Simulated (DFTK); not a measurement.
# Rh (Fm-3m) in DFTK: notebook

Aim: see how the results for Rh move with the level of theory and the settings. Levels: LDA+U, PBEsol, PBE, r2SCAN, BLYP. Tasks: band structure, equation of state.

All numbers are computed with DFTK 0.8.2; they aren't measurements. Logs are shortened: lines on timing, memory, paths and dates and some standing lists are left out, and cuts for length are marked.

### 1 The structure

It takes space group Fm-3m (No. 225, cubic). Conventional cell: a = 3.796 Å, b = 3.796 Å, c = 3.796 Å, α = 90.00°, β = 90.00°, γ = 90.00°. Rh (site symmetry m-3m) is surrounded by 12 Rh at 2.68 Å.

### 2 Band structure, LDA+U

The input, run.jl:

```julia
using DFTK
using PseudoPotentialData
using Unitful, UnitfulAtomic
using LinearAlgebra, Printf
include("save.jl")
disable_threading()

# lattice vectors are the columns
lattice = austrip(1u"Å") * [           0.0        1.89785        1.89785;
                  1.89785            0.0        1.89785;
                  1.89785        1.89785            0.0]
symbols   = [:Rh]
positions = [[0.0, 0.0, 0.0]]
pseudopotentials = PseudoFamily("dojo.nc.sr.lda.v0_4_1.standard.upf")
elements = Dict(s => ElementPsp(s, pseudopotentials) for s in unique(symbols))
atoms    = [elements[s] for s in symbols]

build_model(lattice, positions; symmetries=false) =
    model_DFT(lattice, atoms, positions;
              functionals=LDA(),
              temperature=austrip(0.05u"eV"),
              smearing=Smearing.FermiDirac(),
              extra_terms=[Hubbard(OrbitalManifold(:Rh, "4D") => 4.5u"eV")],
              symmetries)
Ecut  = 44.0  # hartree
kgrid = [6, 6, 6]
tol   = 1e-6
to_GPa = ustrip(uconvert(u"GPa", 1u"hartree/bohr^3"))

model = build_model(lattice, positions)
basis = PlaneWaveBasis(model; Ecut, kgrid)
display(basis)
scfres = self_consistent_field(basis;
                               tol,
                               nbandsalg=AdaptiveBands(model; n_bands_converge=13),
                               miniter=2)
display(scfres.energies)
@printf "Fermi level: %.6f eV\n" ustrip(auconvert(u"eV", something(scfres.εF, NaN)))
forces = compute_forces_cart(scfres)
println("Forces (eV/Å)")
for (s, f) in zip(symbols, forces)
    @printf "%-3s %12.6f %12.6f %12.6f\n" s ustrip.(auconvert.(u"eV/Å", f))...
end
stress = compute_stresses_cart(scfres)
println("Stress (GPa)")
display(round.(stress * to_GPa; digits=4))
println("Levels at the first k-point (eV): ", round.(ustrip.(auconvert.(u"eV", scfres.eigenvalues[1][1:scfres.n_bands_converge])); digits=4))
save_scf!(scfres; forces, stress)

points = Dict("G" => [0.0, 0.0, 0.0], "K" => [0.375, 0.375, 0.75], "L" => [0.5, 0.5, 0.5], "U" => [0.625, 0.25, 0.625], "W" => [0.5, 0.25, 0.75], "X" => [0.5, 0.0, 0.5])
segments = [("G", "X", 7), ("X", "W", 4), ("W", "K", 3), ("K", "G", 7), ("G", "L", 6), ("L", "U", 4), ("U", "W", 3), ("W", "L", 5), ("L", "K", 4), ("U", "X", 3)]
kcoords = vcat([[points[a] + t * (points[b] - points[a]) for t in range(0, 1, n)] for (a, b, n) in segments]...)
bands = compute_bands(scfres, ExplicitKpoints(kcoords); n_bands=15, tol=1e-5)
for (k, ε) in zip(bands.basis.kpoints, bands.eigenvalues)
    @printf "%d %8.4f %8.4f %8.4f " k.spin k.coordinate...
    println(join([@sprintf("%9.4f", e) for e in ustrip.(auconvert.(u"eV", ε .- scfres.εF))]))
end
results["band_energies"] = rows(bands.eigenvalues); results["band_kpoints"] = rows(kcoords)
```

Potentials or basis: dojo.nc.sr.lda.v0_4_1.standard.upf (LDA).

Launch:

```sh
$ julia --threads=1 run.jl  # save.jl only writes the numbers to a file and isn't shown; printed stress counts tension as positive; times include loading and compiling
```

Output:

```text
PlaneWaveBasis discretization:

    Ecut                 : 44.0 Ha
    fft_size             : (36, 36, 36), 46656 total points
    kgrid                : MonkhorstPack([6, 6, 6])
    num.   red. kpoints  : 216
    num. irred. kpoints  : 216

    Discretized Model(lda_x+lda_c_pw, 3D):
        lattice (in Bohr)    : [0         , 3.58642   , 3.58642   ]
                               [3.58642   , 0         , 3.58642   ]
                               [3.58642   , 3.58642   , 0         ]
        unit cell volume     : 92.26 Bohr³

        atoms                : Rh
        pseudopot. family    : PseudoFamily("dojo.nc.sr.lda.v0_4_1.standard.upf")

        num. electrons       : 17
        spin polarization    : none
        temperature          : 0.0018375 Ha
        smearing             : DFTK.Smearing.FermiDirac()

        terms                : Kinetic()
                               AtomicLocal()
                               AtomicNonlocal()
                               Ewald(nothing)
                               PspCorrection()
                               Hartree()
                               Xc(lda_x, lda_c_pw)
                               Hubbard{Float64}(OrbitalManifold[OrbitalManifold(Rh, "4D")], [0.16537194978983366])
                               Entropy()
n     Energy            log10(ΔE)   log10(Δρ)   Diag   Δtime
---   ---------------   ---------   ---------   ----   ------
  1   -117.1416389526                   -0.72    4.7    23.0s
  2   -117.1959144627       -1.27       -1.29    1.0    11.0s
  3   -117.1978479262       -2.71       -1.60    2.2    13.5s
  4   -117.1979663828       -3.93       -2.36    1.0    13.1s
  5   -117.1979720330       -5.25       -2.63    2.3    14.2s
  6   -117.1979725606       -6.28       -3.37    1.3    19.8s
  7   -117.1979726607       -7.00       -3.46    2.2    20.4s
  8   -117.1979726696       -8.05       -3.89    1.0    14.0s
  9   -117.1979726721       -8.59       -4.40    1.2    18.5s
 10   -117.1979726730       -9.07       -4.97    2.0    14.9s
 11   -117.1979726730      -10.34       -4.97    1.7    16.7s
 12   -117.1979726731      -10.64       -4.95    1.0    18.1s
 13   -117.1979726731      -10.49       -4.87    1.0    12.8s
 14   -117.1979726731   +  -10.62       -4.77    1.0    13.6s
 15   -117.1979726731      -10.73       -5.66    1.0    16.3s
 16   -117.1979726731      -11.10       -6.11    1.1    17.5s
Energy breakdown (in Ha):
    Kinetic             38.9244802
    AtomicLocal         -74.7514971
    AtomicNonlocal      6.8017665
    Ewald               -92.3641367
    PspCorrection       3.9788062
    Hartree             18.9709129
    Xc                  -18.8741668
    Hubbard             0.1162948
    Entropy             -0.0004325

    total               -117.197972673095
Fermi level: 14.939764 eV
Forces (eV/Å)
Rh     -0.000000    -0.000001    -0.000000
Stress (GPa)
3×3 StaticArraysCore.SMatrix{3, 3, Float64, 9} with indices SOneTo(3)×SOneTo(3):
  8.7453  -0.0002  -0.0002
 -0.0002   8.7453   0.0002
 -0.0002   0.0002   8.7452
Levels at the first k-point (eV): [-62.1547, -29.7012, -29.7012, -29.7012, 8.0451, 11.9659, 11.9659, 11.9659, 13.7378, 13.7378, 32.2668, 37.6783, 37.6783]
1   0.0000   0.0000   0.0000  -77.0945 -44.6409 -44.6409 -44.6409  -6.8946  -2.9738  -2.9738  -2.9738  -1.2019  -1.2019  17.3271  22.7385  22.7385  22.7385  28.4062
1   0.0833   0.0000   0.0833  -77.0840 -44.6929 -44.6606 -44.6606  -6.5257  -3.2261  -2.7771  -2.7771  -1.4678  -1.1055  17.8782  21.7252  22.7660  22.7660  30.5900
1   0.1667   0.0000   0.1667  -77.0561 -44.8324 -44.7138 -44.7138  -5.6205  -3.8632  -2.2015  -2.2015  -1.9882  -0.8354  19.3419  20.5188  22.1984  22.1984  29.9861
1   0.2500   0.0000   0.2500  -77.0207 -45.0172 -44.7854 -44.7854  -5.2093  -4.6354  -1.5508  -1.3000  -1.3000  -0.4491  19.7384  20.1145  20.1145  21.2523  26.8993
1   0.3333   0.0000   0.3333  -76.9869 -45.1959 -44.8555 -44.8555  -5.8243  -5.3218  -0.2013  -0.2013  -0.0403   0.5164  17.4628  17.4628  18.1417  23.0496  24.2949
1   0.4167   0.0000   0.4167  -76.9609 -45.3229 -44.9059 -44.9059  -6.4592  -5.7815   0.2750   0.8091   0.8091   3.0356  15.2471  15.3475  15.3475  24.0366  24.2729
[... 38 lines left out ...]
1   0.5625   0.1250   0.5625  -76.9477 -45.3389 -44.9790 -44.9089  -6.4217  -5.6525  -0.1433  -0.0157   1.0826   6.2059  12.6496  13.7634  15.4223  23.9633  26.4684
1   0.5000   0.0000   0.5000  -76.9507 -45.3685 -44.9241 -44.9241  -6.6985  -5.9421   0.3942   1.2483   1.2483   4.4207  13.6033  14.5198  14.5198  24.2281  24.6968
```

Run time: 9.4 min. Hardware: 1 thread of Intel Xeon Platinum 8488C (Sapphire Rapids), shared host; peak memory 2.4 GiB.

Results:

- Free energy: -3189.1193 eV
- Pressure: -8.7 GPa
- Band gap on the k mesh: none (metal or under the smearing width)

Levels at the corners of the path, in eV from the Fermi level:
```
point  band 6  band 7  band 8  band 9  band 10  band 11
    Γ   -2.97   -2.97   -2.97   -1.20    -1.20    17.33
    X   -5.94    0.39    1.25    1.25     4.42    13.60
    W   -3.73   -3.73   -1.41    1.25    10.91    10.91
    K   -4.84   -1.92   -0.90    0.61     9.14     9.84
    Γ   -2.97   -2.97   -2.97   -1.20    -1.20    17.33
    L   -3.31   -3.31    0.67    0.67     1.88     9.87
    U   -4.84   -1.92   -0.90    0.61     9.14     9.84
    W   -3.73   -3.73   -1.41    1.25    10.91    10.91
    L   -3.31   -3.31    0.67    0.67     1.88     9.87
    K   -4.84   -1.92   -0.90    0.61     9.14     9.84
    U   -4.84   -1.92   -0.90    0.61     9.14     9.84
    X   -5.94    0.39    1.25    1.25     4.42    13.60
```

Eigenvalues of the final occupation matrices:
```
     site  spin  trace               eigenvalues
atom 1 Rh     1   4.14  0.79 0.79 0.79 0.89 0.89
```

Caveat: the k mesh is coarse (spacing up to 0.48 Å⁻¹), so the values aren't converged; the Hubbard orbitals reach further out than in other programs, which can move energies by up to some tens of meV an atom; U without spin polarisation on a metal has little footing; the U is typed as a test and isn't derived for this compound.

### 3 Band structure, PBEsol

Changes to run.jl since step 2:

```diff
@@ -7,21 +7,18 @@
 
-# lattice vectors are the columns
-lattice = austrip(1u"Å") * [           0.0        1.89785        1.89785;
-                  1.89785            0.0        1.89785;
-                  1.89785        1.89785            0.0]
-symbols   = [:Rh]
-positions = [[0.0, 0.0, 0.0]]
-pseudopotentials = PseudoFamily("dojo.nc.sr.lda.v0_4_1.standard.upf")
-elements = Dict(s => ElementPsp(s, pseudopotentials) for s in unique(symbols))
+lines     = readlines("POSCAR")
+lattice   = austrip(1u"Å") * parse(Float64, lines[2]) * hcat([parse.(Float64, split(l)) for l in lines[3:5]]...)
+symbols   = vcat([fill(Symbol(s), parse(Int, n)) for (s, n) in zip(split(lines[6]), split(lines[7]))]...)
+positions = [parse.(Float64, split(l)[1:3]) for l in lines[9:8+length(symbols)]]
+pseudopotentials = Dict(:Rh => "Rh.upf")
+elements = Dict(s => ElementPsp(s, pseudopotentials; rcut=10.0) for s in unique(symbols))
 atoms    = [elements[s] for s in symbols]
 
-build_model(lattice, positions; symmetries=false) =
+build_model(lattice, positions; symmetries=true) =
     model_DFT(lattice, atoms, positions;
-              functionals=LDA(),
+              functionals=PBEsol(),
               temperature=austrip(0.05u"eV"),
               smearing=Smearing.FermiDirac(),
-              extra_terms=[Hubbard(OrbitalManifold(:Rh, "4D") => 4.5u"eV")],
               symmetries)
-Ecut  = 44.0  # hartree
-kgrid = [6, 6, 6]
+Ecut  = 45.0  # hartree
+kgrid = [12, 12, 12]
 tol   = 1e-6
@@ -34,4 +31,3 @@
                                tol,
-                               nbandsalg=AdaptiveBands(model; n_bands_converge=13),
-                               miniter=2)
+                               nbandsalg=AdaptiveBands(model; n_bands_converge=13))
 display(scfres.energies)
```

The input, POSCAR:

```
Rh
1.0
    0.0000000000      1.8978500000      1.8978500000
    1.8978500000      0.0000000000      1.8978500000
    1.8978500000      1.8978500000      0.0000000000
Rh
1
Direct
    0.0000000000      0.0000000000      0.0000000000
```

Potentials or basis: SG15 1.2 (PBE).

Launch:

```sh
$ julia --threads=1 run.jl  # save.jl only writes the numbers to a file and isn't shown; printed stress counts tension as positive; times include loading and compiling
```

It took 80 s on 1 thread of Intel Xeon 6975P-C (Granite Rapids), shared host; peak memory 1.6 GiB.

Results (log left out):

```yaml
Free_energy: -2951.5140 eV
Pressure: -4.0 GPa
Band_gap_on_the_k_mesh: none (metal or under the smearing width)
```

Levels at the corners of the path, in eV from the Fermi level:
| point | band 6 | band 7 | band 8 | band 9 | band 10 | band 11 |
| --- | --- | --- | --- | --- | --- | --- |
| Γ | -3.16 | -3.16 | -3.16 | -1.02 | -1.02 | 16.25 |
| X | -6.08 | 0.55 | 0.98 | 0.98 | 3.15 | 12.24 |
| W | -3.90 | -3.90 | -1.24 | 0.98 | 9.59 | 9.59 |
| K | -4.87 | -2.14 | -0.71 | 0.35 | 7.82 | 8.57 |
| Γ | -3.16 | -3.16 | -3.16 | -1.02 | -1.02 | 16.25 |
| L | -3.23 | -3.23 | 0.56 | 0.56 | 0.61 | 8.60 |
| U | -4.87 | -2.14 | -0.71 | 0.35 | 7.82 | 8.57 |
| W | -3.90 | -3.90 | -1.24 | 0.98 | 9.59 | 9.59 |
| L | -3.23 | -3.23 | 0.56 | 0.56 | 0.61 | 8.60 |
| K | -4.87 | -2.14 | -0.71 | 0.35 | 7.82 | 8.57 |
| U | -4.87 | -2.14 | -0.71 | 0.35 | 7.82 | 8.57 |
| X | -6.08 | 0.55 | 0.98 | 0.98 | 3.15 | 12.24 |

Caveat: the potentials were made for another functional, which shifts forces and pressure.

### 4 Band structure, PBE

Changes to run.jl since step 3:

```diff
@@ -11,4 +11,4 @@
 positions = [parse.(Float64, split(l)[1:3]) for l in lines[9:8+length(symbols)]]
-pseudopotentials = Dict(:Rh => "Rh.upf")
-elements = Dict(s => ElementPsp(s, pseudopotentials; rcut=10.0) for s in unique(symbols))
+pseudopotentials = PseudoFamily("cp2k.nc.sr.pbe.v0_1.semicore.gth")
+elements = Dict(s => ElementPsp(s, pseudopotentials) for s in unique(symbols))
 atoms    = [elements[s] for s in symbols]
@@ -17,3 +17,3 @@
     model_DFT(lattice, atoms, positions;
-              functionals=PBEsol(),
+              functionals=PBE(),
               temperature=austrip(0.05u"eV"),
@@ -21,3 +21,3 @@
               symmetries)
-Ecut  = 45.0  # hartree
+Ecut  = 48.0  # hartree
 kgrid = [12, 12, 12]
```

POSCAR is that of step 3.

Potentials or basis: cp2k.nc.sr.pbe.v0_1.semicore.gth (PBE, GTH).

Launch:

```sh
$ julia --threads=1 run.jl  # save.jl only writes the numbers to a file and isn't shown; printed stress counts tension as positive; times include loading and compiling
```

Run time: 79 s. Hardware: 1 thread of Intel Xeon 6975P-C (Granite Rapids), shared host; peak memory 1.7 GiB.

It converged, with:

```
Free energy            : -3003.6999 eV
Pressure               : 1.0 GPa
Band gap on the k mesh : none (metal or under the smearing width)
```

Levels at the corners of the path, in eV from the Fermi level:
| point | band 5 | band 6 | band 7 | band 8 | band 9 | band 10 | band 11 | band 12 |
| --- | --- | --- | --- | --- | --- | --- | --- | --- |
| Γ | -8.04 | -3.14 | -3.14 | -3.14 | -1.03 | -1.03 | 16.03 | 21.48 |
| X | -6.40 | -6.03 | 0.53 | 0.98 | 0.98 | 3.22 | 12.43 | 13.33 |
| W | -5.10 | -3.87 | -3.87 | -1.24 | 0.99 | 9.68 | 9.68 | 11.33 |
| K | -5.59 | -4.84 | -2.12 | -0.72 | 0.36 | 7.92 | 8.64 | 12.18 |
| Γ | -8.04 | -3.14 | -3.14 | -3.14 | -1.03 | -1.03 | 16.03 | 21.48 |
| L | -6.20 | -3.22 | -3.22 | 0.56 | 0.56 | 0.67 | 8.74 | 15.53 |
| U | -5.59 | -4.84 | -2.12 | -0.72 | 0.36 | 7.92 | 8.64 | 12.18 |
| W | -5.10 | -3.87 | -3.87 | -1.24 | 0.99 | 9.68 | 9.68 | 11.33 |
| L | -6.20 | -3.22 | -3.22 | 0.56 | 0.56 | 0.67 | 8.74 | 15.53 |
| K | -5.59 | -4.84 | -2.12 | -0.72 | 0.36 | 7.92 | 8.64 | 12.18 |
| U | -5.59 | -4.84 | -2.12 | -0.72 | 0.36 | 7.92 | 8.64 | 12.18 |
| X | -6.40 | -6.03 | 0.53 | 0.98 | 0.98 | 3.22 | 12.43 | 13.33 |

Caveat: GTH potentials come without recommended cutoffs, and this one wasn't checked for convergence; semicore levels of these GTH potentials lie up to several eV from those of other sets.

(Part 1 of 2 ends here.)
